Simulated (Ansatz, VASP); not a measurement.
**One calculation of WS2, two programs**

INCAR

```
ALGO     = Normal         # electronic algorithm
EDIFF    = 1E-6           # SCF threshold, eV
ENCUT    = 520            # plane-wave cutoff, eV
GGA      = PE             # functional
ISIF     = 2              # what is computed and relaxed
ISMEAR   = 0              # smearing method
IVDW     = 12             # dispersion correction
LASPH    = T              # aspherical terms in the spheres
LCHARG   = F              # write CHGCAR
LREAL    = F              # projectors in reciprocal space
LWAVE    = F              # write WAVECAR
NBANDS   = 35             # bands
NELM     = 60             # most SCF steps
PREC     = Accurate       # precision mode
SIGMA    = 0.05           # smearing width, eV
```

The input KPOINTS:

```
k-points
0
Gamma
  12 12 4
```

POSCAR

```
WS2
1.0
    3.4065426778      0.0000000000      0.0000000000
   -1.7032713389      2.9501524981      0.0000000000
    0.0000000000      0.0000000000     13.1111018652
W S
2 4
Direct
    0.3333333333      0.6666666667      0.2500000000
    0.6666666667      0.3333333333      0.7500000000
    0.3333333333      0.6666666667      0.6202874207
    0.6666666667      0.3333333333      0.1202874207
    0.3333333333      0.6666666667      0.8797125793
    0.6666666667      0.3333333333      0.3797125793
```

Input for Ansatz:

```yaml
crystal:
  lattice:
    - [3.4065426778, 0.0, 0.0]
    - [-1.7032713389, 2.9501524981, 0.0]
    - [0.0, 0.0, 13.1111018652]
  atoms:
    - { symbol: W, position: [0.3333333333, 0.6666666667, 0.25] }
    - { symbol: W, position: [0.6666666667, 0.3333333333, 0.75] }
    - { symbol: S, position: [0.3333333333, 0.6666666667, 0.6202874207] }
    - { symbol: S, position: [0.6666666667, 0.3333333333, 0.1202874207] }
    - { symbol: S, position: [0.3333333333, 0.6666666667, 0.8797125793] }
    - { symbol: S, position: [0.6666666667, 0.3333333333, 0.3797125793] }
basis:
  ecutwfc: 420
kpoints:
  mp_grid: { grid: [12, 12, 4] }
hamiltonian:
  xc: pbe
  dispersion: d3bj
scf:
  occupations: { method: gaussian, width: 0.05 }
output:
  forces: true
  stress: true
  eigenvalues: true
```

Change from the starting cell: strain +0.080 along x and y, +0.080 along z, atoms carried along.

Alike in both runs: task single point; functional PBE; dispersion D3(BJ); k mesh 12 × 12 × 4; occupations gaussian, width 0.05 eV; no spin polarisation.

|  | VASP | Ansatz |
| --- | --- | --- |
| version | VASP 6.6.1 | Ansatz 0.2.0 |
| potentials or method | VASP PAW PBE potentials, release 64 (W_sv, S) | scalar-relativistic, plane waves, PAW |
| plane-wave cutoff (eV) | 520 | 420 |
| valence electrons in the cell | 52 | 52 |

Ansatz gave:

| Property | Result |
| --- | --- |
| gap on the k mesh at the Fermi level (eV) | 1.03 |
| least direct gap on the mesh (eV) | 1.35 |
| pressure (GPa) | -23.4 |
| largest component of the traceless stress (GPa) | 1.80 |
| rms of the force components (eV/Å) | 1.347 |

**Question.** What did VASP give for the same quantities?

**Answer.** gap on the k mesh at the Fermi level (eV): 1.04; least direct gap on the mesh (eV): 1.35; pressure (GPa): -23.4; largest component of the traceless stress (GPa): 1.80; rms of the force components (eV/Å): 1.348.

Atom by atom the forces differ by 0.001 eV/Å (rms over components).

Caveats: so large a pressure means that the cell lies far from this level's equilibrium, or that cutoff or potentials fall short (VASP); spin-orbit coupling is left out, which moves the levels of the heavy elements; forces of over 1 eV/Å show positions far from the minimum, so gaps and moduli don't describe the material at rest. A k mesh can miss the band edges.
